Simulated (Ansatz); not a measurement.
**CdF2 (Fm-3m): phonons and vibrational spectra**

Aim: the vibrations of CdF2 (Fm-3m), their spectra, and whether the structure is stable.

Method: DFT LDA, scalar-relativistic, plane waves, PAW, in Ansatz 0.2.0.

**1. Starting point**

The structure is cubic, space group Fm-3m (No. 225). The conventional cell has a = 5.388 Å, b = 5.388 Å, c = 5.388 Å, α = 90.00°, β = 90.00°, γ = 90.00°. Cd has 8 F at 2.33 Å nearest. F has 4 Cd at 2.33 Å nearest. Farther neighbours and most contacts between anions are not listed.

**2. Relaxation**

The cell and atoms are relaxed, since residual forces and stress would shift the frequencies.

input.yaml

```yaml
crystal:
  lattice:
    - [0.0, 2.694, 2.694]
    - [2.694, 0.0, 2.694]
    - [2.694, 2.694, 0.0]
  atoms:
    - { symbol: Cd, position: [0.0, 0.0, 0.0] }
    - { symbol: F, position: [0.25, 0.25, 0.25] }
    - { symbol: F, position: [0.75, 0.75, 0.75] }
kpoints:
  mp_grid: { grid: [8, 8, 8] }
hamiltonian:
  xc: lda
scf:
  occupations: { method: gaussian, width: 0.02 }
output:
  forces: true
  stress: true
  eigenvalues: true
relax:
  adjacent_minimum: "off"
  f_tol: 0.005
  max_steps: 80
  cell: { stress_tol: 0.05 }
```

On the command line:

```
> ansatz run input.yaml --threads 4 --pin off --max-ram 7168MiB --backend cpu --events-out ev --progress --plain --runs-dir out
```

Numbers of over 12 decimals in the logs are rounded to 6 here.

Log:

```text
Engine: ansatz 0.2.0, aarch64-unknown-linux-gnu
Pseudopotentials: kind: paw
Pseudopotential: Cd, paw, valence charge 20, recommended cutoff 420 eV (normal), Cd.paw.azcp
Pseudopotential: F, paw, valence charge 7, recommended cutoff 420 eV (normal), F.paw.azcp
Functional definition: SPW92
  exchange = slater_x
  correlation = pw_c
Crystal: 3 atoms, lattice volume = 39.104 Å³
Basis set: ecut = 420 eV, 749 PW (Γ)
Bands: 21, of which v1, the nominal top of the filled ones, is band 17 counted from 1 (16 counted from 0)
Symmetry: 48 space group operations
Space group: Fm-3m (ITA 225), of the structure as read, at distance tolerance 3.4e-5 Å
k-points: 29 of 512
Non-local potential: Cd, projectors of the file, l = 0: 3, l = 1: 2, l = 2: 2, l = 3: 1
Non-local potential: F, projectors of the file, l = 0: 2, l = 1: 2, l = 2: 1
PAW form: soft (Blöchl's): semilocal exchange-correlation on the pseudo side does not see the compensation charge
PAW frozen core: Cd, regenerated for the run's functional, and the local potential with it (the file was generated under x = pbe(κ = 0.804, μ = 0.219515), c = pbe(β = 0.066725))
PAW frozen core: F, regenerated for the run's functional, and the local potential with it (the file was generated under x = pbe(κ = 0.804, μ = 0.219515), c = pbe(β = 0.066725))
PAW one-centre angular grid: Cd, 590 points (default); XC on 64 Gauss nodes
PAW one-centre angular grid: F, 110 points (default); XC on 64 Gauss nodes
Initial density: superposition of atomic densities (neutral atoms: chi_scale 0, normalization atom), corrected by the library's trained network
Initial wavefunctions: pseudopotential atomic-orbital guess
Functional: x = slater, c = lda
SCF iter   1: F=—  HF=-9706.361971 eV  |F-HF|=—  |Δ(HF+E_count)|=         —  Δρ=2.37e-2  dr2=1.56e-1  ethr=1.77e-3  ⟨swp⟩=5.2  Hψ=2540  notcnv=0
preconditioner: auto → none  [insulator: Δε(μ)=2.523 eV  Ē_g=16.016 eV  σ=0.020 eV  W_gap=1.00  n_scr=14 (ndim 8)  ℏωp=30.3 eV  f_vac=0.125  D(μ)=0.00/eV (n_scr^D=0)  ε∞_Penn≈4.6]
SCF iter   2: F=—  HF=-9706.325582 eV  |F-HF|=—  |Δ(HF+E_count)|=   3.64e-2  Δρ=1.28e-2  dr2=3.25e-2  ethr=4.58e-4  ⟨swp⟩=2.0  Hψ=1334  notcnv=0
SCF iter   3: F=—  HF=-9706.315544 eV  |F-HF|=—  |Δ(HF+E_count)|=   1.00e-2  Δρ=2.03e-3  dr2=7.78e-4  ethr=9.55e-5  ⟨swp⟩=2.0  Hψ=1095  notcnv=0
SCF iter   4: F=—  HF=-9706.315304 eV  |F-HF|=—  |Δ(HF+E_count)|=   2.41e-4  Δρ=8.59e-4  dr2=9.21e-5  ethr=2.29e-6  ⟨swp⟩=1.4  Hψ=709  notcnv=0
SCF iter   5: F=—  HF=-9706.315243 eV  |F-HF|=—  |Δ(HF+E_count)|=   6.09e-5  Δρ=2.80e-5  dr2=1.48e-7  ethr=2.71e-7  ⟨swp⟩=2.0  Hψ=986  notcnv=0
SCF iter   6: F=-9706.315243 eV  HF=-9706.315243 eV  |F-HF|=4.22e-10  |Δ(HF+E_count)|=   6.06e-9  Δρ=4.00e-6  dr2=2.83e-9  ethr=2.94e-10  ⟨swp⟩=4.9  Hψ=2241  notcnv=0
SCF 1 converged in 6 iterations: F = -9706.315243 eV  dr2 = 2.83e-9
  greatest PAW one-centre occupation: 1.000 electrons in one spin orbital (limit 2), on the Cd atom at site 0 (counted from 0), in its partial waves of l = 0
relax step   1: F+E_penalty+E_count = -9706.31524265 eV  Δ(F+E_penalty+E_count) = +0.000e0 eV  max|allowed force component| = 5.397e-18 eV/Å  Δτ_max = 0.0000 Å  P = -5.701 GPa  Ω = 39.104 Å³  (6 SCF iters, dr2 threshold 1.00e-7 eV, accepted)
Crystal: 3 atoms, lattice volume = 37.230 Å³
Basis set: ecut = 420 eV, 725 PW (Γ)
Initial density: handed on by an earlier stage of this run
Initial wavefunctions: those handed on with the density
iter 1 solved again at ethr=5.84e-5 eV; its pass at ethr=3.10e-3 eV (dr2=1.99e-2 eV) is discarded
SCF iter   1: F=—  HF=-9706.367976 eV  |F-HF|=—  |Δ(HF+E_count)|=         —  Δρ=5.92e-3  dr2=1.95e-2  ethr=5.84e-5  ⟨swp⟩=1.1  Hψ=3224  notcnv=0
preconditioner: auto → none  [insulator: Δε(μ)=2.925 eV  Ē_g=16.618 eV  σ=0.020 eV  W_gap=1.00  n_scr=14 (ndim 8)  ℏωp=31.0 eV  f_vac=0.121  D(μ)=0.00/eV (n_scr^D=0)  ε∞_Penn≈4.5]
SCF iter   2: F=—  HF=-9706.361141 eV  |F-HF|=—  |Δ(HF+E_count)|=   6.84e-3  Δρ=4.97e-3  dr2=4.02e-3  ethr=5.75e-5  ⟨swp⟩=3.0  Hψ=1097  notcnv=0
SCF iter   3: F=—  HF=-9706.359908 eV  |F-HF|=—  |Δ(HF+E_count)|=   1.23e-3  Δρ=1.26e-3  dr2=4.14e-4  ethr=1.18e-5  ⟨swp⟩=2.9  Hψ=1403  notcnv=0
SCF iter   4: F=—  HF=-9706.359743 eV  |F-HF|=—  |Δ(HF+E_count)|=   1.65e-4  Δρ=4.78e-4  dr2=4.75e-5  ethr=1.22e-6  ⟨swp⟩=2.7  Hψ=1040  notcnv=0
SCF iter   5: F=—  HF=-9706.359724 eV  |F-HF|=—  |Δ(HF+E_count)|=   1.88e-5  Δρ=5.56e-5  dr2=5.33e-7  ethr=1.40e-7  ⟨swp⟩=2.1  Hψ=977  notcnv=0
SCF iter   6: F=-9706.359724 eV  HF=-9706.359724 eV  |F-HF|=7.28e-10  |Δ(HF+E_count)|=   1.92e-7  Δρ=2.77e-6  dr2=1.14e-9  ethr=8.82e-10  ⟨swp⟩=5.0  Hψ=2263  notcnv=0
SCF 2 converged in 6 iterations: F = -9706.359724 eV  dr2 = 1.14e-9
relax step   2: F+E_penalty+E_count = -9706.35972436 eV  Δ(F+E_penalty+E_count) = -4.448e-2 eV  max|allowed force component| = 3.431e-17 eV/Å  Δτ_max = 0.0000 Å  P = +0.199 GPa  Ω = 37.230 Å³  energy of the carried Pulay correction = +1.083e-2 eV  (6 SCF iters, dr2 threshold 3.00e-7 eV, accepted)
Crystal: 3 atoms, lattice volume = 37.290 Å³
iter 1 solved again at ethr=8.58e-8 eV; its pass at ethr=3.10e-3 eV (dr2=2.92e-5 eV) is discarded
SCF iter   1: F=—  HF=-9706.359411 eV  |F-HF|=—  |Δ(HF+E_count)|=         —  Δρ=1.94e-4  dr2=2.14e-5  ethr=8.58e-8  ⟨swp⟩=2.4  Hψ=3036  notcnv=0
preconditioner: auto → none  [insulator: Δε(μ)=2.982 eV  Ē_g=16.571 eV  σ=0.020 eV  W_gap=1.00  n_scr=14 (ndim 8)  ℏωp=31.0 eV  f_vac=0.121  D(μ)=0.00/eV (n_scr^D=0)  ε∞_Penn≈4.5]
SCF iter   2: F=—  HF=-9706.359404 eV  |F-HF|=—  |Δ(HF+E_count)|=   7.57e-6  Δρ=1.62e-4  dr2=4.29e-6  ethr=6.28e-8  ⟨swp⟩=2.0  Hψ=927  notcnv=0
SCF iter   3: F=—  HF=-9706.359402 eV  |F-HF|=—  |Δ(HF+E_count)|=   1.30e-6  Δρ=4.09e-5  dr2=4.65e-7  ethr=1.26e-8  ⟨swp⟩=2.0  Hψ=965  notcnv=0
SCF iter   4: F=-9706.359402 eV  HF=-9706.359402 eV  |F-HF|=3.95e-8  |Δ(HF+E_count)|=   1.93e-7  Δρ=1.62e-5  dr2=5.63e-8  ethr=2.91e-10  ⟨swp⟩=4.9  Hψ=2405  notcnv=0
SCF 3 converged in 4 iterations: F = -9706.359402 eV  dr2 = 5.63e-8
relax step   3: F+E_penalty+E_count = -9706.35940216 eV  Δ(F+E_penalty+E_count) = +3.222e-4 eV  max|allowed force component| = 4.626e-17 eV/Å  Δτ_max = 0.0000 Å  P = -0.015 GPa  Ω = 37.290 Å³  energy of the carried Pulay correction = +1.048e-2 eV  (4 SCF iters, dr2 threshold 9.90e-8 eV, accepted)
[...]
relax step   4: F+E_penalty+E_count = -9706.35128901 eV  Δ(F+E_penalty+E_count) = +8.113e-3 eV  max|allowed force component| = 5.551e-17 eV/Å  Δτ_max = 0.0000 Å  P = -0.425 GPa  Ω = 37.290 Å³  stress off target by 4.25e-1 GPa  SCF on the basis re-selected at this cell (its energy is not comparable with the rows above)  (6 SCF iters)
[...]
relax step   5: F+E_penalty+E_count = -9706.35214991 eV  Δ(F+E_penalty+E_count) = -8.609e-4 eV  max|allowed force component| = 3.392e-17 eV/Å  Δτ_max = 0.0000 Å  P = -0.002 GPa  Ω = 37.170 Å³  energy of the carried Pulay correction = +7.012e-4 eV  (4 SCF iters, dr2 threshold 3.00e-7 eV, accepted)
iter 1 solved again at ethr=1.92e-8 eV; its pass at ethr=3.10e-3 eV (dr2=6.52e-6 eV) is discarded
SCF iter   1: F=—  HF=-9706.351536 eV  |F-HF|=—  |Δ(HF+E_count)|=         —  Δρ=2.86e-5  dr2=1.60e-7  ethr=1.92e-8  ⟨swp⟩=3.0  Hψ=4248  notcnv=0
preconditioner: auto → none  [insulator: Δε(μ)=2.992 eV  Ē_g=16.600 eV  σ=0.020 eV  W_gap=1.00  n_scr=14 (ndim 8)  ℏωp=31.1 eV  f_vac=0.121  D(μ)=0.00/eV (n_scr^D=0)  ε∞_Penn≈4.5]
SCF iter   2: F=—  HF=-9706.351530 eV  |F-HF|=—  |Δ(HF+E_count)|=   6.41e-6  Δρ=1.56e-5  dr2=2.51e-8  ethr=4.71e-10  ⟨swp⟩=2.6  Hψ=982  notcnv=0
SCF iter   3: F=—  HF=-9706.351530 eV  |F-HF|=—  |Δ(HF+E_count)|=   4.75e-9  Δρ=4.04e-6  dr2=3.37e-9  ethr=7.37e-11  ⟨swp⟩=3.0  Hψ=1153  notcnv=0
SCF iter   4: F=—  HF=-9706.351530 eV  |F-HF|=—  |Δ(HF+E_count)|=  8.75e-10  Δρ=7.58e-7  dr2=1.28e-10  ethr=9.90e-12  ⟨swp⟩=2.0  Hψ=931  notcnv=0
SCF iter   5: F=-9706.351530 eV  HF=-9706.351530 eV  |F-HF|=3.64e-12  |Δ(HF+E_count)|=  3.82e-11  Δρ=2.51e-7  dr2=1.12e-11  ethr=1.00e-12  ⟨swp⟩=5.2  Hψ=2515  notcnv=0
SCF 6 converged in 5 iterations: F = -9706.351530 eV  dr2 = 1.12e-11
relax step   6: F+E_penalty+E_count = -9706.35152983 eV  Δ(F+E_penalty+E_count) = +6.201e-4 eV  max|allowed force component| = 3.990e-17 eV/Å  Δτ_max = 0.0000 Å  P = -0.019 GPa  Ω = 37.170 Å³  stress off target by 1.88e-2 GPa  SCF on the basis re-selected at this cell (its energy is not comparable with the rows above)  (5 SCF iters)
basis re-selected at this cell: Δ(F+E_penalty+E_count) = +6.201e-4 eV, ΔP = -0.017 GPa vs the last step (what re-selecting the basis moved, of the pressure what is left beyond the Pulay correction that the steps carried, after the strain that the cell walked since its last selection, with what the two solves' SCF thresholds leave and, on support functions, any second-order correction that the steps lacked; it is no m [...]
SCF converged after 5 iterations
Free energy (F): -9706.351530 eV
Harris-Foulkes:  -9706.351530 eV  (|F-HF|=3.64e-12)
Internal energy: -9706.351530 eV  (E = F + TS)
E sigma→0 (E₀):  -9706.351530 eV
Fermi energy:    8.303600 eV
--- Per-component energies (eV) ---
  E_band       = -467.136102
  E_kinetic    = 916.400039
  E_local      = -4133.383246  (includes V_loc(G=0)·N_el)
  E_nonlocal   = 196.202546
  E_hartree    = 1828.170730
  E_xc         = -330.417593
  E_vxc        = -421.914047  (∫ρ·V_xc dr)
  E_paw        = -4325.765325  (= ΣΔE_a)
  E_vpaw       = -680.787057  (= ΣTr[D̂ρ^β])
  E_aug_tail   = 0.004108  (compensation charges beyond the density's cutoff)
  E_ewald      = -3858.555862
  E_core_change = 0.993072  (= ΣΔE_core)
  E_smearing   = -0.000000  (= −TS)
  E_closure    = 0.000000  (closes the sum)
  Σ components = -9706.351530   (vs F -9706.351530, Δ=0.00e0)
--- Forces (eV/Å), atoms counted from 1 ---
  atom   1  Cd    -0.00000000     0.00000000     0.00000000
  atom   2  F     -0.00000000    -0.00000000    -0.00000000
  atom   3  F      0.00000000     0.00000000     0.00000000
  max |Σ_I F_I| component: 1.39e-17 eV/Å
--- Stress (GPa, compression-positive) ---
       -0.018806      -0.000000      -0.000000
       -0.000000      -0.018806      -0.000000
       -0.000000      -0.000000      -0.018806
  P = ⅓ Tr σ = -0.0188 GPa (-0.188 kbar)
--- Band table (eV; the first three rows and the last of 29) ---
  k-point 0: bands = [... 13 lower, 5.6528, 6.4014, 6.4014, 6.4014, 9.7995, 19.3443, 19.3443, 19.3443]
  k-point 1: bands = [... 13 lower, 5.5594, 6.2474, 6.3925, 6.3925, 10.4138, 18.6173, 19.6008, 19.6008]
  k-point 2: bands = [... 13 lower, 5.2677, 5.6388, 6.4064, 6.4064, 11.7805, 17.4400, 20.2690, 20.2690]
  k-point 28: bands = [... 13 lower, 5.1432, 5.1432, 6.0624, 6.8075, 15.0435, 18.0033, 18.5595, 18.5595]
--- Relaxed structure (4 steps of the walk, 4 accepted, 2 SCFs on fresh bases) ---
  F+E_penalty+E_count = -9706.35152983 eV   max|allowed force component| = 3.990e-17 eV/Å   (the final SCF, on the basis selected at the relaxed cell)
  cell:  # Å, volume = 37.1699 Å³
    - [0, 2.648828, 2.648828]
    - [2.648828, 0, 2.648828]
    - [2.648828, 2.648828, 0]
  atoms:
    - { symbol: Cd, position: [0, 0, 0] }
    - { symbol: F, position: [0.25, 0.25, 0.25] }
    - { symbol: F, position: [0.75, 0.75, 0.75] }
```

Wall time 3.8 s (4 threads of Arm Neoverse V1, shared host); peak memory 0.31 GiB.

Step by step:

| step | energy less that of the first step (eV) | largest force component (eV/Å) | pressure (GPa) | volume (Å³) |
| --- | --- | --- | --- | --- |
| 1 | 0.0000 | 0.0000 | -5.70 | 39.10 |
| 2 | -0.0445 | 0.0000 | 0.20 | 37.23 |
| 3 | -0.0442 | 0.0000 | -0.01 | 37.29 |
| 4* | -0.0360 | 0.0000 | -0.43 | 37.29 |
| 5 | -0.0369 | 0.0000 | 0.00 | 37.17 |
| 6* | -0.0363 | 0.0000 | -0.02 | 37.17 |

Relaxation steps marked * repeat the geometry before them on a plane-wave basis chosen anew for their cell, so energy and pressure can jump there.

The run keeps the 48 symmetry operations that it works with, so distortions that break them were not tested.

| conventional cell, symmetrised | before | after | change |
| --- | --- | --- | --- |
| a (Å) | 5.388 | 5.298 | -1.7 % |
| b (Å) | 5.388 | 5.298 | -1.7 % |
| c (Å) | 5.388 | 5.298 | -1.7 % |
| volume (Å³/atom) | 13.03 | 12.39 | -4.9 % |

Final coordinates:

```xyz
3
Lattice="0.0000 2.6488 2.6488 2.6488 0.0000 2.6488 2.6488 2.6488 0.0000" Properties=species:S:1:pos:R:3 pbc="T T T"
Cd    0.0000    0.0000    0.0000
F     1.3244    1.3244    1.3244
F     3.9732    3.9732    3.9732
```

Numbers from this step:

```yaml
pressure: -0.01881 GPa
gap_on_the_k_mesh: 2.992 eV
volume_per_atom: 12.39 Å³
direct_gap_on_mesh: 3.398 eV
```

In this step the volume went from 13.03 to 12.39 Å³/atom.

**3. Tight relaxation**

Phonons need a cell at rest on their own settings, so the relaxation is repeated with tight tolerances on forces and stress on the k mesh and occupations of the first response run.

input.yaml, the sections that differ from step 2:

```yaml
crystal:
  lattice:
    - [0.0, 2.6488277312, 2.6488277312]
    - [2.6488277312, 0.0, 2.6488277312]
    - [2.6488277312, 2.6488277312, 0.0]
  atoms:
    - { symbol: Cd, position: [0.0, 0.0, 0.0] }
    - { symbol: F, position: [0.25, 0.25, 0.25] }
    - { symbol: F, position: [0.75, 0.75, 0.75] }
scf:
  occupations: { method: fixed }
relax:
  adjacent_minimum: "off"
  f_tol: 0.001
  max_steps: 60
  cell: { stress_tol: 0.01 }
# kpoints, hamiltonian, output: as in step 2
```

Log:

```text
[...]
Crystal: 3 atoms, lattice volume = 37.170 Å³
Basis set: ecut = 420 eV, 725 PW (Γ)
Bands: 21, of which v1, the nominal top of the filled ones, is band 17 counted from 1 (16 counted from 0)
Symmetry: 48 space group operations
[...]
k-points: 29 of 512
[...]
k-point 28: bands = [... 13 lower, 5.1451, 5.1451, 6.0643, 6.8097, 15.0468, 18.0058, 18.5627, 18.5627]
--- Relaxed structure (2 steps of the walk, 2 accepted, 1 SCFs on fresh bases) ---
[...]
cell:  # Å, volume = 37.1649 Å³
    - [0, 2.648710, 2.648710]
    - [2.648710, 0, 2.648710]
    - [2.648710, 2.648710, 0.0]
  atoms:
    - { symbol: Cd, position: [0, 0, 0] }
    - { symbol: F, position: [0.25, 0.25, 0.25] }
    - { symbol: F, position: [0.750000, 0.750000, 0.750000] }
[key lines of the parts left out:]
SCF converged after 4 iterations
Free energy (F): -9706.351559 eV
Fermi energy:    6.809698 eV
P = ⅓ Tr σ = -0.0018 GPa (-0.018 kbar)
```

Run time: 2.1 s. Hardware: 4 threads; peak memory 0.3 GiB; 5.5 s of CPU time.

Little changed from the start: no atom moved by 0.005 Å and no cell edge by 0.1 %.

Numbers from this step:

| Property | Result |
| --- | --- |
| pressure | -0.001829 GPa |

The forces vanish by symmetry and the pressure is -0.002 GPa, within the tolerances set. The cell now holds 12.39 Å³/atom.

(Continued in part 2 of 3.)

[Logs are printed without paths, hosts, clocks, repeated set-up lines and the standing remarks that a program may print on its own settings, such as how far it seeks lower states.]

[Hosts, paths, dates, database ids (printed as entryN), source tags and the programs' standing remarks are cut or masked in the printed files.]
